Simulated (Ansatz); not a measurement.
# Abstraction of F: CClF3 + C4H9 → CClF2 + C4H9F

Gas-phase species: CClF3 `FC(F)(F)Cl`, singlet; C4H9 (1-butyl radical) `[CH2]CCC`, doublet; CClF2 (chlorodifluoromethyl radical) `F[C](F)Cl`, doublet; C4H9F (1-fluorobutane) `CCCCF`, singlet. A radical takes F: the energy is the difference in strength between two C–F bonds in different surroundings.

Shapes, held fixed at every level: PBE0-D4/def2-TZVP. Flexible molecules stand in one conformer, not always the lowest. Programs: Ansatz 0.2.0. The zero-point and thermal change to 298 K, harmonic and unscaled (PBE0-D4/def2-TZVP), is +8.7 kJ/mol.

| level | kind | ΔH(298 K) (kJ/mol) | less CCSD/def2-SVP |
| --- | --- | --- | --- |
| MP2/def2-SVP | perturbation theory | +55.7 | +2.7 |
| MP2/def2-TZVPP | perturbation theory | +44.0 | -9.0 |
| SPW92/def2-TZVPP | LDA | +37.5 | -15.5 |
| BHLYP-D4/def2-TZVPP | global hybrid | +40.0 | -13.0 |
| PBE0-D4/def2-TZVPP | global hybrid | +39.3 | -13.7 |
| r2SCAN0-D4/def2-TZVPP | global hybrid | +47.2 | -5.8 |
| B2PLYP/def2-TZVPP | double hybrid | +35.5 | -17.5 |
| CCSD/def2-SVP | coupled cluster or CI | +53.0 | 0.0 |

The highest level, CCSD/def2-SVP, gives ΔH(298 K) = +53.0 kJ/mol; the levels span +35.5 to +55.7. The column of differences is taken from that level and isn't an error. No measured value is set beside it here. Open shells run unrestricted.
